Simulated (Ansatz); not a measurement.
Start from GeO₂ in the rutile structure (space group P4_2/mnm, No. 136; a = 4.428 Å, c = 2.884 Å). Axes: x, y, z lie along a, b, c of the conventional cell.

Level of theory: DFT with PBEsol, PAW potentials and a 420 eV plane-wave cutoff in Ansatz (a first-principles code), scalar-relativistic without spin-orbit coupling.

For the base:

- Electron mass: 0.20 mₑ along c, 0.24 mₑ across (at Γ)
- Shortest interatomic distance: 1.884 Å

Modification: tensile biaxial strain of 1.46 % in the plane normal to [001], as in epitaxy on a mismatched substrate; the out-of-plane cell vector and the atoms relax.

Predict the new electron mass.

The electron mass goes from 0.20 mₑ along c, 0.24 mₑ across (at Γ) to 0.20 mₑ out of plane, 0.24 mₑ in plane (at Γ).

Predict the new shortest interatomic distance.

The shortest interatomic distance falls by 0.003 Å to 1.881 Å.

The levels and masses belong to the bands next to the band gap. Masses are band curvatures over ±0.01 Å⁻¹ around the edge. Stability against distortions was not tested.
